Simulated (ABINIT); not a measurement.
# ScAl3 (Pm-3m) in ABINIT: notebook, part 2 of 2

ABINIT 10.8.3 (patched build). The steps go on from the part before.

### Step 3. Equation of state, LDA

run.abi reads:

```
ndtset 7
getwfk -1
scalecart1 3*0.9795861087
scalecart2 3*0.9864848297
scalecart3 3*0.9932883884
scalecart4 3*1.0000000000
scalecart5 3*1.0066227096
scalecart6 3*1.0131594038
scalecart7 3*1.0196128224

pp_dirpath "./"
pseudos "Sc.LDA_PW-JTH.xml, Al.LDA_PW-JTH.xml"

acell 4.08780657 4.08780657 4.08780657 Angstrom
rprim
     1.0000000000     0.0000000000     0.0000000000
     0.0000000000     1.0000000000     0.0000000000
     0.0000000000     0.0000000000     1.0000000000
ntypat 2
znucl 21 13
natom 4
typat 1 2 2 2
xred
     0.0000000000     0.0000000000     0.0000000000
     0.5000000000     0.5000000000     0.0000000000
     0.0000000000     0.5000000000     0.5000000000
     0.5000000000     0.0000000000     0.5000000000

ecut 408.170794 eV
pawecutdg 30.0

kptopt 1
ngkpt 7 7 7
nshiftk 1
shiftk 0.0 0.0 0.0

ixc 7

nband 14
occopt 3
tsmear 0.05 eV

nstep 100
tolvrs 1.0e-9

iomode 3
prtwf 1
prtden 0
prteig 0
prtebands 0
enunit 2
```

Potentials or basis: JTH PAW LDA v2.0.

On the command line:

```console
> abinit run.abi > log 2>&1
```

run.abo:

```text
.Version 10.8.3 of ABINIT
 DATASET    1 : space group Pm -3 m (#221); Bravais cP (primitive cubic)
================================================================================
 Values of the parameters that define the memory need for DATASET  1.
     intxc =       0    ionmov =       0      iscf =      17    lmnmax =      18
     lnmax =       6     mgfft =      30  mpssoang =       3    mqgrid =    3001
     natom =       4  nloc_mem =       2    nspden =       1   nspinor =       1
    nsppol =       1      nsym =      48    n1xccc =       1    ntypat =       2
    occopt =       3   xclevel =       1
       mpw =        1225          nfft =       27000          nkpt =          20
 PAW method is used; the additional fine FFT grid is defined by:
   mgfftf=        40    nfftf =     64000
================================================================================
================================================================================
[... 71 lines left out ...]
 DATASET    7 : space group Pm -3 m (#221); Bravais cP (primitive cubic)
================================================================================
 Values of the parameters that define the memory need for DATASET  7.
     intxc =       0    ionmov =       0      iscf =      17    lmnmax =      18
     lnmax =       6     mgfft =      30  mpssoang =       3    mqgrid =    3001
     natom =       4  nloc_mem =       2    nspden =       1   nspinor =       1
    nsppol =       1      nsym =      48    n1xccc =       1    ntypat =       2
    occopt =       3   xclevel =       1
       mpw =        1370          nfft =       27000          nkpt =          20
 PAW method is used; the additional fine FFT grid is defined by:
   mgfftf=        40    nfftf =     64000
================================================================================
================================================================================

--------------------------------------------------------------------------------
------------- Echo of variables that govern the present computation ------------
--------------------------------------------------------------------------------
 -outvars: echo values of preprocessed input variables --------
            acell      7.7248348730E+00  7.7248348730E+00  7.7248348730E+00 Bohr
              amu      4.49559100E+01  2.69815390E+01
             ecut      1.50000000E+01 Hartree
           enunit           2
           getwfk          -1
              ixc           7
           jdtset        1    2    3    4    5    6    7
         kptrlatt        7    0    0      0    7    0      0    0    7
          kptrlen1     5.29699865E+01
          kptrlen2     5.33430269E+01
          kptrlen3     5.37109215E+01
          kptrlen4     5.40738441E+01
          kptrlen5     5.44319595E+01
          kptrlen6     5.47854237E+01
          kptrlen7     5.51343848E+01
            natom           4
            nband          14
           ndtset           7
            ngfft          30      30      30
          ngfftdg          40      40      40
             nkpt          20
            nstep         100
             nsym          48
           ntypat           2
           occopt           3
        pawecutdg      3.00000000E+01 Hartree
           prtden           0
        prtebands           0
           prteig           0
            rprim1     9.7958610870E-01  0.0000000000E+00  0.0000000000E+00
                       0.0000000000E+00  9.7958610870E-01  0.0000000000E+00
                       0.0000000000E+00  0.0000000000E+00  9.7958610870E-01
            rprim2     9.8648482970E-01  0.0000000000E+00  0.0000000000E+00
                       0.0000000000E+00  9.8648482970E-01  0.0000000000E+00
                       0.0000000000E+00  0.0000000000E+00  9.8648482970E-01
[... 68 lines left out ...]
            xcart6     0.0000000000E+00  0.0000000000E+00  0.0000000000E+00
                       3.9132445472E+00  3.9132445472E+00  0.0000000000E+00
                       0.0000000000E+00  3.9132445472E+00  3.9132445472E+00
                       3.9132445472E+00  0.0000000000E+00  3.9132445472E+00
            xcart7     0.0000000000E+00  0.0000000000E+00  0.0000000000E+00
                       3.9381703437E+00  3.9381703437E+00  0.0000000000E+00
                       0.0000000000E+00  3.9381703437E+00  3.9381703437E+00
                       3.9381703437E+00  0.0000000000E+00  3.9381703437E+00
             xred      0.0000000000E+00  0.0000000000E+00  0.0000000000E+00
                       5.0000000000E-01  5.0000000000E-01  0.0000000000E+00
                       0.0000000000E+00  5.0000000000E-01  5.0000000000E-01
                       5.0000000000E-01  0.0000000000E+00  5.0000000000E-01
            znucl       21.00000   13.00000

================================================================================

 chkinp: Checking input parameters for consistency, jdtset=   1.

 chkinp: Checking input parameters for consistency, jdtset=   2.
[... 46 lines left out ...]
 getcut: wavevector=  0.0000  0.0000  0.0000  ngfft=  40  40  40
         ecut(hartree)=     30.000   => boxcut(ratio)=   2.14389

--- Pseudopotential description ------------------------------------------------
- pspini: atom type   1  psp file is ./Sc.LDA_PW-JTH.xml
 Pseudopotential format is: paw10
 basis_size (lnmax)=  6 (lmn_size= 18), orbitals=   0   0   1   1   2   2
 Spheres core radius: rc_sph= 2.41050872
 Shapefunction is BESSEL type: shapef(r,l)=aa(1,l)*jl(q(1,l)*r)+aa(2,l)*jl(q(2,l)*r)
 Radius for shape functions =  2.10063212
 Compensation charge density is not taken into account in XC energy/potential

- pspini: atom type   2  psp file is ./Al.LDA_PW-JTH.xml
 Pseudopotential format is: paw10
 basis_size (lnmax)=  4 (lmn_size=  8), orbitals=   0   0   1   1
 Spheres core radius: rc_sph= 1.90363307
 Shapefunction is SIN type: shapef(r)=[sin(pi*r/rshp)/(pi*r/rshp)]**2
 Radius for shape functions =  1.60786206
 Compensation charge density is not taken into account in XC energy/potential

   3.22062239E+01                                ecore*ucvol(ha*bohr**3)
--------------------------------------------------------------------------------

================================================================================

--- !BeginCycle
iteration_state: {dtset: 1, }
solver: {iscf: 17, nstep: 100, nline: 4, wfoptalg: 10, }
tolerances: {tolvrs: 1.00E-09, }
...
[... 1416 lines left out ...]
-Cartesian components of stress tensor (GPa)         [Pressure= -7.9722E+00 GPa]
- sigma(1 1)=  7.97223289E+00  sigma(3 2)=  0.00000000E+00
- sigma(2 2)=  7.97223289E+00  sigma(3 1)=  0.00000000E+00
- sigma(3 3)=  7.97223289E+00  sigma(2 1)=  0.00000000E+00

== END DATASET(S) ==============================================================
================================================================================

 -outvars: echo values of variables after computation  --------
            acell      7.7248348730E+00  7.7248348730E+00  7.7248348730E+00 Bohr
           etotal1    -5.3549912924E+01
           etotal2    -5.3550211286E+01
           etotal3    -5.3549881967E+01
           etotal4    -5.3548982006E+01
           etotal5    -5.3547576119E+01
           etotal6    -5.3545708393E+01
           etotal7    -5.3543431594E+01
            fcart1    -0.0000000000E+00 -0.0000000000E+00 -0.0000000000E+00
                      -0.0000000000E+00 -0.0000000000E+00 -0.0000000000E+00
                      -0.0000000000E+00 -0.0000000000E+00 -0.0000000000E+00
                      -0.0000000000E+00 -0.0000000000E+00 -0.0000000000E+00
            fcart2    -0.0000000000E+00 -0.0000000000E+00 -0.0000000000E+00
                      -0.0000000000E+00 -0.0000000000E+00 -0.0000000000E+00
                      -0.0000000000E+00 -0.0000000000E+00 -0.0000000000E+00
                      -0.0000000000E+00 -0.0000000000E+00 -0.0000000000E+00
            fcart3    -0.0000000000E+00 -0.0000000000E+00 -0.0000000000E+00
                      -0.0000000000E+00 -0.0000000000E+00 -0.0000000000E+00
[... 66 lines left out ...]
                       2.0439032850E+00  2.0439032850E+00  0.0000000000E+00
                       0.0000000000E+00  2.0439032850E+00  2.0439032850E+00
                       2.0439032850E+00  0.0000000000E+00  2.0439032850E+00
           xangst5     0.0000000000E+00  0.0000000000E+00  0.0000000000E+00
                       2.0574394629E+00  2.0574394629E+00  0.0000000000E+00
                       0.0000000000E+00  2.0574394629E+00  2.0574394629E+00
                       2.0574394629E+00  0.0000000000E+00  2.0574394629E+00
           xangst6     0.0000000000E+00  0.0000000000E+00  0.0000000000E+00
                       2.0707998337E+00  2.0707998337E+00  0.0000000000E+00
                       0.0000000000E+00  2.0707998337E+00  2.0707998337E+00
                       2.0707998337E+00  0.0000000000E+00  2.0707998337E+00
           xangst7     0.0000000000E+00  0.0000000000E+00  0.0000000000E+00
                       2.0839899971E+00  2.0839899971E+00  0.0000000000E+00
                       0.0000000000E+00  2.0839899971E+00  2.0839899971E+00
                       2.0839899971E+00  0.0000000000E+00  2.0839899971E+00
             xred      0.0000000000E+00  0.0000000000E+00  0.0000000000E+00
                       5.0000000000E-01  5.0000000000E-01  0.0000000000E+00
                       0.0000000000E+00  5.0000000000E-01  5.0000000000E-01
                       5.0000000000E-01  0.0000000000E+00  5.0000000000E-01
 Calculation completed.
```

Run time: 57 s. Hardware: 1 thread of Arm Neoverse V2, shared host; peak memory 0.12 GiB.

Results:

```yaml
Equilibrium_volume: 16.38 Å³/atom
Bulk_modulus: 97 GPa
Pressure_derivative_of_the_bulk_modulus: 4.1
```

Energy against volume, from the lowest point:
```csv
volume (Å³/atom),energy (meV/atom)
16.052,2.03
16.394,0.00
16.735,2.24
17.077,8.36
17.419,17.93
17.760,30.63
18.102,46.12
```

Caveat: pressures at fixed basis lie under the slope of the energies.

### Step 4. Equation of state, PBE

run.abi reads:

```
# Datasets: one volume each
ndtset 7
getwfk -1
scalecart1 3*0.9795861087
scalecart2 3*0.9864848297
scalecart3 3*0.9932883884
scalecart4 3*1.0000000000
scalecart5 3*1.0066227096
scalecart6 3*1.0131594038
scalecart7 3*1.0196128224

# Pseudopotentials
pp_dirpath "./"
pseudos "Sc.GGA_PBE-JTH.xml, Al.GGA_PBE-JTH.xml"

# Structure
acell 3*1.0
rprim
     7.7248348677     0.0000000000     0.0000000000
     0.0000000000     7.7248348677     0.0000000000
     0.0000000000     0.0000000000     7.7248348677
ntypat 2
znucl 21 13
natom 4
typat 1 2 2 2
xred
     0.0000000000     0.0000000000     0.0000000000
     0.5000000000     0.5000000000     0.0000000000
     0.0000000000     0.5000000000     0.5000000000
     0.5000000000     0.0000000000     0.5000000000

# Plane-wave basis
ecut 544.227725 eV
pawecutdg 40.0

# k points
kptopt 1
ngkpt 7 7 7
nshiftk 1
shiftk 0.0 0.0 0.0

# Exchange and correlation
ixc 11

# Bands and occupations
nband 14
occopt 3
tsmear 0.05 eV

# SCF cycle
nstep 100
tolvrs 1.0e-9

# Output
iomode 3
prtwf 1
prtden 0
prteig 0
prtebands 0
enunit 1
```

Potentials or basis: JTH PAW PBE v2.0.

On the command line:

```console
> abinit run.abi > log 2>&1
```

Run time: 1.7 min. Hardware: 1 thread of Arm Neoverse V2, shared host; peak memory 0.16 GiB.

Results (log left out):

- Equilibrium volume: 17.28 Å³/atom
- Bulk modulus: 88 GPa
- Pressure derivative of the bulk modulus: 4.1

Energy against volume, from the lowest point:
```csv
volume (Å³/atom),energy (meV/atom)
16.052,26.63
16.394,13.21
16.735,4.60
17.077,0.33
17.419,0.00
17.760,3.22
18.102,9.65
```

Caveat: pressures at fixed basis lie under the slope of the energies.

### Step 5. Overview

| task | level | potentials or basis | cutoff (eV) | fine-grid cutoff | V0 of scaled cells (Å³/atom) | B0 (GPa) |
| --- | --- | --- | --- | --- | --- | --- |
| band structure | PBE | PseudoDojo NC SR PBE v0.4.1 standard | 1061 | - | - | - |
| equation of state | LDA | JTH PAW LDA v2.0 | 408 | 816.342 eV | 16.38 | 97 |
| equation of state | PBE | JTH PAW PBE v2.0 | 544 | 1088.46 eV | 17.28 | 88 |

Alike in all rows: no spin polarisation; cell as given; k mesh 7 × 7 × 7; smearing fermi-dirac 0.05 eV.

Caveats: pressures at fixed basis lie under the slope of the energies (some runs).

Total energies depend on the potentials used, so only differences within one code and one set of settings carry meaning.

### Step 6. Against experiment

Step 3. Measured bulk modulus of ScAl3: 91.5 GPa (298 K; quoted in “A Combined Experimental and First-Principles Based Assessment of Finite-Temperature Thermodynamic Properties of Intermetallic Al3Sc”, 2021, pmc:8067998). This calculation gives 97 GPa (+5.9 %). The fit is for a static lattice scaled at fixed shape and fixed fractional positions.

Step 4. A measured bulk modulus of ScAl3 is 91.5 GPa (298 K; quoted in “A Combined Experimental and First-Principles Based Assessment of Finite-Temperature Thermodynamic Properties of Intermetallic Al3Sc”, 2021, pmc:8067998); the calculated 88 GPa misses it by -4.0 %. The fit is for a static lattice scaled at fixed shape and fixed fractional positions.
